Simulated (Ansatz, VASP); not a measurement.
**SiC (Moissanite 3C): VASP beside Ansatz**

Aim: how closely do two programs agree when they are given the same cell, functional and k mesh? The cell is taken from a series of VASP runs on this material, whose earlier steps may have relaxed, scaled or displaced it; both programs get it as it stands.

Program: Ansatz 0.2.0. Level of theory: plane waves, with VASP 6.6.1 beside it; elastic constants at LDA and zone-centre phonons at LDA. Results are calculated unless marked as measured.

### Step 1. Starting point

The structure is cubic, space group F-43m (No. 216). Conventional cell: a = 4.331 Å, b = 4.331 Å, c = 4.331 Å, α = 90.00°, β = 90.00°, γ = 90.00°. Si has 4 C at 1.88 Å nearest. Nearest to C lie 4 Si at 1.88 Å. Farther neighbours are not listed.

### Step 2. Ansatz: elastic constants, LDA

Ansatz runs on its default PAW (the set named soft_2) files.

Elastic constants are differences of stresses under small strains, so they test the stress and the mesh.

The input, input.yaml:

```yaml
crystal:
  lattice:
    - [0.0, 2.1654392355, 2.1654392355]
    - [2.1654392355, 0.0, 2.1654392355]
    - [2.1654392355, 2.1654392355, 0.0]
  atoms:
    - { symbol: Si, position: [0.0, 0.0, 0.0] }
    - { symbol: C, position: [0.75, 0.75, 0.75] }
hamiltonian:
  xc: lda
  pseudopotentials: { kind: paw }
kpoints:
  mp_grid: { grid: [10, 10, 10] }
scf:
  occupations: { method: gaussian, width: 0.03 }
elastic:
  mode: relaxed_ion
  stencil: two_point
output:
  forces: true
  stress: true
```

Started as:

```
$ ansatz run input.yaml --threads 4 --pin off --max-ram 9216MiB --backend cpu --events-out ev --progress --plain --runs-dir out
```

Numbers of over 12 decimals in the logs are rounded to 6 here.

The log of the run:

```text
Engine: ansatz 0.2.0, aarch64-unknown-linux-gnu
Pseudopotentials: kind: paw
Pseudopotential: Si, paw, valence charge 4, recommended cutoff 420 eV (normal), Si.paw.azcp
Pseudopotential: C, paw, valence charge 4, recommended cutoff 420 eV (normal), C.paw.azcp
Functional definition: SPW92
  exchange = slater_x
  correlation = pw_c
Crystal: 2 atoms, lattice volume = 20.308 Å³
Basis set: ecut = 420 eV, 411 PW (Γ)
Bands: 8, of which v1, the nominal top of the filled ones, is band 4 counted from 1 (3 counted from 0)
Symmetry: 24 space group operations
Space group: F-43m (ITA 216), of the structure as read, at distance tolerance 2.7e-5 Å
k-points: 47 of 1000 (time reversal used)
Non-local potential: Si, projectors of the file, l = 0: 2, l = 1: 2, l = 2: 2
Non-local potential: C, projectors of the file, l = 0: 2, l = 1: 2, l = 2: 1
PAW form: soft (Blöchl's): semilocal exchange-correlation on the pseudo side does not see the compensation charge
PAW frozen core: Si, regenerated for the run's functional, and the local potential with it (the file was generated under x = pbe(κ = 0.804, μ = 0.219515), c = pbe(β = 0.066725))
PAW frozen core: C, regenerated for the run's functional, and the local potential with it (the file was generated under x = pbe(κ = 0.804, μ = 0.219515), c = pbe(β = 0.066725))
PAW one-centre angular grid: Si, 110 points (default); XC on 64 Gauss nodes
PAW one-centre angular grid: C, 110 points (default); XC on 64 Gauss nodes
Initial density: superposition of atomic densities (neutral atoms: chi_scale 0, normalization atom), corrected by the library's trained network
Initial wavefunctions: pseudopotential atomic-orbital guess
Functional: x = slater, c = lda
SCF iter   1: F=—  HF=-852.204066 eV  |F-HF|=—  |Δ(HF+E_count)|=         —  Δρ=7.54e-3  dr2=1.16e-2  ethr=1.77e-3  ⟨swp⟩=5.9  Hψ=3126  notcnv=0
preconditioner: auto → none  [insulator: Δε(μ)=1.230 eV  Ē_g=14.057 eV  σ=0.030 eV  W_gap=1.00  n_scr=0 (ndim 8)  ℏωp=23.3 eV  f_vac=0.000  D(μ)=0.00/eV (n_scr^D=0)  ε∞_Penn≈3.7]
SCF iter   2: F=—  HF=-852.200910 eV  |F-HF|=—  |Δ(HF+E_count)|=   3.16e-3  Δρ=3.46e-3  dr2=1.14e-3  ethr=1.45e-4  ⟨swp⟩=2.3  Hψ=971  notcnv=0
SCF iter   3: F=—  HF=-852.200609 eV  |F-HF|=—  |Δ(HF+E_count)|=   3.01e-4  Δρ=1.45e-3  dr2=1.69e-4  ethr=1.42e-5  ⟨swp⟩=2.5  Hψ=592  notcnv=0
SCF iter   4: F=—  HF=-852.200567 eV  |F-HF|=—  |Δ(HF+E_count)|=   4.12e-5  Δρ=3.05e-4  dr2=7.73e-6  ethr=2.11e-6  ⟨swp⟩=1.0  Hψ=376  notcnv=0
SCF iter   5: F=—  HF=-852.200567 eV  |F-HF|=—  |Δ(HF+E_count)|=   8.42e-7  Δρ=2.45e-5  dr2=5.36e-8  ethr=9.67e-8  ⟨swp⟩=1.4  Hψ=430  notcnv=0
SCF iter   6: F=—  HF=-852.200567 eV  |F-HF|=—  |Δ(HF+E_count)|=   5.25e-7  Δρ=1.48e-6  dr2=1.49e-10  ethr=6.70e-10  ⟨swp⟩=2.1  Hψ=510  notcnv=0
SCF iter   7: F=—  HF=-852.200567 eV  |F-HF|=—  |Δ(HF+E_count)|=  5.64e-11  Δρ=1.58e-7  dr2=1.90e-12  ethr=1.86e-12  ⟨swp⟩=1.6  Hψ=439  notcnv=0
SCF iter   8: F=-852.200567 eV  HF=-852.200567 eV  |F-HF|=0.00e0  |Δ(HF+E_count)|=    0.00e0  Δρ=9.41e-9  dr2=1.78e-14  ethr=1.00e-12  ⟨swp⟩=4.6  Hψ=1171  notcnv=0
SCF 1 converged in 8 iterations: F = -852.200567 eV  dr2 = 1.78e-14
  greatest PAW one-centre occupation: 0.639 electrons in one spin orbital (limit 2), on the C atom at site 1 (counted from 0), in its partial waves of l = 0
Crystal: 2 atoms, lattice volume = 20.267 Å³
Symmetry: 8 space group operations
k-points: 102 of 1000 (time reversal used)
Initial density: handed on by an earlier stage of this run
Initial wavefunctions: those handed on with the density
iter 1 solved again at ethr=9.45e-7 eV; its pass at ethr=3.10e-3 eV (dr2=7.56e-5 eV) is discarded
SCF iter   1: F=—  HF=-852.200555 eV  |F-HF|=—  |Δ(HF+E_count)|=         —  Δρ=5.62e-4  dr2=7.52e-5  ethr=9.45e-7  ⟨swp⟩=1.0  Hψ=6911  notcnv=0
preconditioner: auto → none  [insulator: Δε(μ)=1.286 eV  Ē_g=14.106 eV  σ=0.030 eV  W_gap=1.00  n_scr=0 (ndim 8)  ℏωp=23.3 eV  f_vac=0.000  D(μ)=0.00/eV (n_scr^D=0)  ε∞_Penn≈3.7]
SCF iter   2: F=—  HF=-852.200532 eV  |F-HF|=—  |Δ(HF+E_count)|=   2.26e-5  Δρ=1.64e-4  dr2=4.50e-6  ethr=9.39e-7  ⟨swp⟩=2.5  Hψ=1190  notcnv=0
SCF iter   3: F=—  HF=-852.200531 eV  |F-HF|=—  |Δ(HF+E_count)|=   1.77e-6  Δρ=5.75e-5  dr2=4.95e-7  ethr=5.62e-8  ⟨swp⟩=2.5  Hψ=1190  notcnv=0
SCF iter   4: F=—  HF=-852.200530 eV  |F-HF|=—  |Δ(HF+E_count)|=   2.12e-7  Δρ=9.33e-6  dr2=8.80e-9  ethr=6.18e-9  ⟨swp⟩=2.0  Hψ=1193  notcnv=0
SCF iter   5: F=—  HF=-852.200530 eV  |F-HF|=—  |Δ(HF+E_count)|=  4.63e-10  Δρ=6.20e-7  dr2=4.14e-11  ethr=1.10e-10  ⟨swp⟩=1.1  Hψ=844  notcnv=0
SCF iter   6: F=—  HF=-852.200530 eV  |F-HF|=—  |Δ(HF+E_count)|=  8.41e-12  Δρ=6.69e-8  dr2=2.94e-13  ethr=5.18e-13 (applied; sched 1.00e-12)  ⟨swp⟩=2.2  Hψ=1208  notcnv=0
SCF iter   7: F=-852.200530 eV  HF=-852.200530 eV  |F-HF|=1.14e-13  |Δ(HF+E_count)|=  5.68e-13  Δρ=4.51e-9  dr2=2.46e-15  ethr=1.00e-12  ⟨swp⟩=4.0  Hψ=2387  notcnv=0
SCF 2 converged in 7 iterations: F = -852.200530 eV  dr2 = 2.46e-15
  greatest PAW one-centre occupation: 0.640 electrons in one spin orbital (limit 2), on the C atom at site 1 (counted from 0), in its partial waves of l = 0
Crystal: 2 atoms, lattice volume = 20.349 Å³
iter 1 solved again at ethr=7.22e-12 eV; its pass at ethr=3.10e-3 eV (dr2=5.78e-10 eV) is discarded
[...]
SCF iter   5: F=—  HF=-852.200485 eV  |F-HF|=—  |Δ(HF+E_count)|=  1.29e-10  Δρ=5.14e-7  dr2=3.48e-11  ethr=9.56e-12  ⟨swp⟩=2.5  Hψ=1950  notcnv=0
SCF iter   6: F=—  HF=-852.200485 eV  |F-HF|=—  |Δ(HF+E_count)|=  2.73e-12  Δρ=2.60e-7  dr2=1.35e-11  ethr=4.35e-13 (applied; sched 1.00e-12)  ⟨swp⟩=2.0  Hψ=2005  notcnv=0
SCF iter   7: F=—  HF=-852.200485 eV  |F-HF|=—  |Δ(HF+E_count)|=  3.87e-12  Δρ=7.64e-8  dr2=1.13e-12  ethr=1.69e-13 (applied; sched 1.00e-12)  ⟨swp⟩=2.0  Hψ=1920  notcnv=0
SCF iter   8: F=-852.200485 eV  HF=-852.200485 eV  |F-HF|=2.27e-13  |Δ(HF+E_count)|=  1.14e-13  Δρ=1.16e-8  dr2=2.55e-14  ethr=1.00e-12  ⟨swp⟩=4.2  Hψ=4149  notcnv=0
SCF 4 converged in 8 iterations: F = -852.200485 eV  dr2 = 2.55e-14
relax step   1: F+E_penalty+E_count = -852.20048510 eV  Δ(F+E_penalty+E_count) = +0.000e0 eV  max|allowed force component| = 1.723e-2 eV/Å  Δτ_max = 0.0000 Å  (8 SCF iters, accepted)
[...]
relax step   2: F+E_penalty+E_count = -852.20048959 eV  Δ(F+E_penalty+E_count) = -4.490e-6 eV  max|allowed force component| = 1.099e-2 eV/Å  Δτ_max = 0.0002 Å  (6 SCF iters, accepted)
[...]
relax step   3: F+E_penalty+E_count = -852.20049266 eV  Δ(F+E_penalty+E_count) = -3.077e-6 eV  max|allowed force component| = 7.207e-8 eV/Å  Δτ_max = 0.0003 Å  (6 SCF iters, accepted)
[...]
relax step   1: F+E_penalty+E_count = -852.20048510 eV  Δ(F+E_penalty+E_count) = +0.000e0 eV  max|allowed force component| = 1.723e-2 eV/Å  Δτ_max = 0.0000 Å  (8 SCF iters, accepted)
[...]
relax step   2: F+E_penalty+E_count = -852.20049266 eV  Δ(F+E_penalty+E_count) = -7.567e-6 eV  max|allowed force component| = 1.236e-7 eV/Å  Δτ_max = 0.0004 Å  (6 SCF iters, accepted)
iter 1 solved again at ethr=1.00e-12 eV; its pass at ethr=3.10e-3 eV (dr2=8.62e-14 eV) is discarded
SCF iter   1: F=—  HF=-852.200493 eV  |F-HF|=—  |Δ(HF+E_count)|=         —  Δρ=3.26e-8  dr2=8.04e-14  ethr=1.00e-12  ⟨swp⟩=2.3  Hψ=12196  notcnv=0
SCF iter   2: F=-852.200493 eV  HF=-852.200493 eV  |F-HF|=3.41e-13  |Δ(HF+E_count)|=  4.55e-13  Δρ=1.50e-8  dr2=1.20e-14  ethr=1.00e-12  ⟨swp⟩=4.0  Hψ=3972  notcnv=0
SCF 10 converged in 2 iterations: F = -852.200493 eV  dr2 = 1.20e-14
SCF converged after 8 iterations
Free energy (F): -852.200567 eV
Harris-Foulkes:  -852.200567 eV  (|F-HF|=0.00e0)
Internal energy: -852.200567 eV  (E = F + TS)
E sigma→0 (E₀):  -852.200567 eV
Fermi energy:    10.131148 eV
--- Per-component energies (eV) ---
  E_band       = 28.547351
  E_kinetic    = 136.724356
  E_local      = -105.135824  (includes V_loc(G=0)·N_el)
  E_nonlocal   = 54.166286
  E_hartree    = 31.591621
  E_xc         = -105.048933
  E_vxc        = -109.803435  (∫ρ·V_xc dr)
  E_paw        = -578.078053  (= ΣΔE_a)
  E_vpaw       = -10.587288  (= ΣTr[D̂ρ^β])
  E_aug_tail   = 0.000016  (compensation charges beyond the density's cutoff)
  E_ewald      = -286.567199
  E_core_change = 0.147163  (= ΣΔE_core)
  E_smearing   = -0.000000  (= −TS)
  E_closure    = 0.000000  (closes the sum)
  Σ components = -852.200567   (vs F -852.200567, Δ=0.00e0)
--- Forces (eV/Å), atoms counted from 1 ---
  atom   1  Si    -0.00000000     0.00000000     0.00000000
  atom   2  C      0.00000000    -0.00000000    -0.00000000
  max |Σ_I F_I| component: 1.85e-16 eV/Å
--- Stress (GPa, compression-positive) ---
       -0.302233      -0.000000      -0.000000
        0.000000      -0.302233       0.000000
       -0.000000       0.000000      -0.302233
  P = ⅓ Tr σ = -0.3022 GPa (-3.022 kbar)
--- Band table (eV; the first three rows and the last of 47) ---
  k-point 0: bands = ["-5.9855", "9.4804", "9.4804", "9.4804", "15.9679", "16.8090", "16.8090", "16.8090"]
  k-point 1: bands = ["-5.7865", "8.4800", "9.3460", "9.3460", "16.1521", "17.0537", "17.0537", "17.1330"]
  k-point 2: bands = ["-5.1978", "6.3522", "9.0365", "9.0365", "15.8000", "17.4094", "17.4094", "18.3464"]
  k-point 46: bands = ["-0.5679", "2.2973", "4.5818", "4.8179", "14.1284", "17.5324", "19.5756", "20.6957"]
--- Elastic constants: 2 strain directions × 2 members + reference (group order 24) ---
  dense FFT box of the reference and of every strained cell: 24×24×24
  strains applied: 11, 23; error gains: componentwise 1.00 (the most a stress slope's error grows in a printed constant), spectral 1.73 (1 for all six strains in a standard setting)
  C = ∂σ_k/∂η_j (tension-positive GPa; Voigt order 11 22 33 23 13 12):
       402.248    141.496    141.496     -0.000      0.000      0.000
       141.496    402.248    141.496     -0.000      0.000      0.000
       141.496    141.496    402.248     -0.000      0.000      0.000
         0.000     -0.000     -0.000    251.439      0.000      0.000
         0.000      0.000      0.000     -0.000    251.439     -0.000
         0.000     -0.000      0.000      0.000     -0.000    251.439
  reference stress σ⁰ (GPa):      0.302      0.302      0.302     -0.000      0.000      0.000
  C* (energy form; C + prestress term) asymmetry max|C*_kj − C*_jk| = 5.684e-14 GPa — a small one proves nothing (zero by symmetry where the batch's group is 432, −43m or m−3m); a large one is finite-difference/SCF noise where every solve meets its electron count
  moduli (Voigt/Reuss/Hill, GPa): K = 228.41/228.41/228.41   G = 203.01/183.34/193.18   E = 452.08   ν = 0.170
  mechanically stable: yes (min eigenvalue of sym C = 251.44 GPa)
  strain η (Voigt 11):  stress-route row diagonal C_11 = 402.25 GPa, energy-path curvature d²(F+E_count+ΔE)/dδ²/Ω₀ = 402.40 GPa
         δ    σ_11 (GPa)             F (eV)   n_scf  n_hpsi   n_pw
    -2.000e-3      -0.5031        -852.2005304       7   15609    411   relax 0 steps, max|allowed force component| 1.67e-16 eV/Å
     2.000e-3       1.1058        -852.2003805       5   14014    411   relax 0 steps, max|allowed force component| 1.67e-16 eV/Å
  strain η (Voigt 23):  stress-route row diagonal C_44 = 251.44 GPa, energy-path curvature d²(F+E_count+ΔE)/dδ²/Ω₀ = 251.56 GPa
         δ    σ_23 (GPa)             F (eV)   n_scf  n_hpsi   n_pw
    -2.000e-3      -0.5029        -852.2004927       2   17261    411   relax 3 steps, max|allowed force component| 7.21e-8 eV/Å
     2.000e-3       0.5029        -852.2004927       2   17312    411   relax 2 steps, max|allowed force component| 1.24e-7 eV/Å
```

It took 6.4 s on 4 threads of Arm Neoverse V1, shared host; peak memory 0.34 GiB.

(Part 1 of 3 ends here.)

[Lines on the potential files, build, host, timing and source positions are cut from VASP's logs without a mark.]

[Logs are printed without paths, hosts, clocks, repeated set-up lines and the standing remarks that a program may print on its own settings, such as how far it seeks lower states.]

[Hosts, paths, dates, database ids (printed as entryN), source tags and the programs' standing remarks are cut or masked in the printed files.]
